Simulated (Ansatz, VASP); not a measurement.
# One calculation of NaH, two programs

```xyz
2
Lattice="-0.0244 2.4278 2.4278 2.4278 -0.0244 2.4278 2.4278 2.4278 -0.0244" Properties=species:S:1:pos:R:3 pbc="T T T"
Na    0.0000    0.0000    0.0000
H     2.4156    2.4156    2.4156
```

Change from the starting cell: equal xy, yz and zx shear strains of -1 %.

Alike in both runs: task single point; functional PBEsol; k mesh 9 × 9 × 9; occupations fermi-dirac, width 0.03 eV; no spin polarisation.

|  | VASP | Ansatz |
| --- | --- | --- |
| version | VASP 6.6.1 | Ansatz 0.2.0 |
| potentials or method | VASP PAW PBE potentials, release 64 (Na_pv, H), cutoff 520 eV | all-electron LAPW, scalar-relativistic |

VASP gave:

```
gap on the k mesh at the Fermi level (eV)       : 3.78
pressure (GPa)                                  : -1.2
largest component of the traceless stress (GPa) : 0.21
```

Problem. Estimate Ansatz's values.

Solution. gap on the k mesh at the Fermi level (eV): 3.79; pressure (GPa): -1.2; largest component of the traceless stress (GPa): 0.21.

Ansatz ran all-electron here, so the differences hold the error of VASP's frozen core and of both bases.

Caveats: the PAW data sets were made with another functional, which shifts forces and pressure a little (VASP); an odd mesh through Γ misses points on the zone boundary, where band edges often lie.
